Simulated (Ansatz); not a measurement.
# Si: the cost of one run

Computed with Ansatz 0.2.0 (DFT LDA, scalar-relativistic, plane waves, PAW, unless a step's input says otherwise).

2 further runs of the same task are left out: 2 set aside as unsound or not needed.

## (1) The starting structure

It takes space group Cmcm (No. 63, orthorhombic). Conventional cell: a = 3.799 Å, b = 10.641 Å, c = 12.570 Å, α = 90.00°, β = 90.00°, γ = 90.00°. Si (site symmetry m) has 4 Si at 2.32 to 2.36 Å as nearest neighbours. Si (site symmetry m) has 4 Si at 2.33 to 2.36 Å as nearest neighbours.

Coordinates:

```cif
data_structure
_symmetry_space_group_name_H-M 'P 1'
_symmetry_Int_Tables_number 1
_cell_length_a 5.6496
_cell_length_b 5.6496
_cell_length_c 12.5702
_cell_angle_alpha 90.000
_cell_angle_beta 90.000
_cell_angle_gamma 140.703
_cell_volume 254.10
loop_
_atom_site_label
_atom_site_type_symbol
_atom_site_fract_x
_atom_site_fract_y
_atom_site_fract_z
_atom_site_occupancy
Si1 Si 0.75707 0.24293 0.94498 1
Si2 Si 0.24293 0.75707 0.05502 1
Si3 Si 0.75707 0.24293 0.55502 1
Si4 Si 0.24293 0.75707 0.44498 1
Si5 Si 0.42870 0.57130 0.15723 1
Si6 Si 0.57130 0.42870 0.84277 1
Si7 Si 0.42870 0.57130 0.34277 1
Si8 Si 0.57130 0.42870 0.65723 1
Si9 Si 0.97110 0.02890 0.90927 1
Si10 Si 0.02890 0.97110 0.09073 1
Si11 Si 0.97110 0.02890 0.59073 1
Si12 Si 0.02890 0.97110 0.40927 1
```

It goes back to an entry of the Materials Project, which need not be the stable form.

This cell was relaxed beforehand with the same method: volume 21.18 Å³/atom, gap on the mesh 0.38 eV.

## (2) What is varied

The energy is mapped over two homogeneous strains (x along [1 0 0], y along [0 1 0], z along [0 0 1] of the conventional cell).

- engineering shear strain xy: 9 values from −30.0 to 30.0 %
- equal normal strain along x and y: 9 values from −15.00 to 15.00 %

Nothing else is relaxed (fractional coordinates fixed). Energies count from the relaxed crystal. Points are written as (first, second).

## (3) Point (−30.0 %, −15.00 %)

File input.yaml:

```yaml
crystal:
  lattice:
    - [2.4128060011, -4.8074548841, 0.0]
    - [0.8166278219, 4.2375547977, 0.0]
    - [0.0, 0.0, 12.5702440454]
  atoms:
    - { symbol: Si, position: [0.7570666288, 0.2429333712, 0.9449750226] }
    - { symbol: Si, position: [0.2429333712, 0.7570666288, 0.0550249774] }
    - { symbol: Si, position: [0.7570666288, 0.2429333712, 0.5550249774] }
    - { symbol: Si, position: [0.2429333712, 0.7570666288, 0.4449750226] }
    - { symbol: Si, position: [0.4287015211, 0.5712984789, 0.1572276936] }
    - { symbol: Si, position: [0.5712984789, 0.4287015211, 0.8427723064] }
    - { symbol: Si, position: [0.4287015211, 0.5712984789, 0.3427723064] }
    - { symbol: Si, position: [0.5712984789, 0.4287015211, 0.6572276936] }
    - { symbol: Si, position: [0.9711041075, 0.0288958925, 0.9092746508] }
    - { symbol: Si, position: [0.0288958925, 0.9711041075, 0.0907253492] }
    - { symbol: Si, position: [0.9711041075, 0.0288958925, 0.5907253492] }
    - { symbol: Si, position: [0.0288958925, 0.9711041075, 0.4092746508] }
basis:
  ecutwfc: 420
kpoints:
  mp_grid: { grid: [10, 10, 4] }
hamiltonian:
  xc: lda
  pseudopotentials: { kind: paw, azcp: { folder: soft_1 } }
scf:
  occupations: { method: gaussian, width: 0.03 }
output:
  forces: true
  stress: true
  eigenvalues: true
```

Run with:

```sh
$ ansatz run input.yaml --threads 4 --pin off --max-ram 8192MiB --backend cpu --events-out ev --progress --plain --runs-dir out
```

Q: Estimate wall time and peak memory on 4 threads of Arm Neoverse V2, shared host.

About 15 s, with a peak of 0.94 GiB.
